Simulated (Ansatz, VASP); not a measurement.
**Al2O3: VASP beside Ansatz**

```
Al O
1.0
     3.18546    0.00000    0.00000
    -1.59273    2.75869    0.00000
     0.00000    0.00000    6.79685
Al O
2 3
Direct
  0.00000 0.00000 0.27795
  0.00000 0.00000 0.72205
  0.33333 0.66667 0.19945
  0.66667 0.33333 0.80055
  0.00000 0.00000 0.50000
```

Alike in both runs: task single point; functional PBE; dispersion D3(BJ); k mesh 12 × 12 × 4; occupations gaussian, width 0.05 eV; no spin polarisation.

|  | VASP | Ansatz |
| --- | --- | --- |
| version | VASP 6.6.1 | Ansatz 0.2.0 |
| potentials or method | VASP PAW PBE potentials, release 64 (Al, O) | scalar-relativistic, plane waves, PAW |
| plane-wave cutoff (eV) | 520 | 420 |
| valence electrons in the cell | 24 | 24 |

```tsv
	VASP	Ansatz	Ansatz less VASP
gap on the k mesh at the Fermi level (eV)	3.30	3.31	+0.015
least direct gap on the mesh (eV)	3.67	3.69	+0.018
pressure (GPa)	9.4	9.2	-0.20
largest component of the traceless stress (GPa)	60.37	59.69	-0.681
rms of the force components (eV/Å)	3.087	3.045	-0.0423
```

Atom by atom the forces differ by 0.042 eV/Å (rms over components).

Caveats: forces of over 1 eV/Å show positions far from the minimum, so gaps and moduli don't describe the material at rest. PBE gaps usually lie below the measured ones, often by a third to a half. A k mesh can miss the band edges.
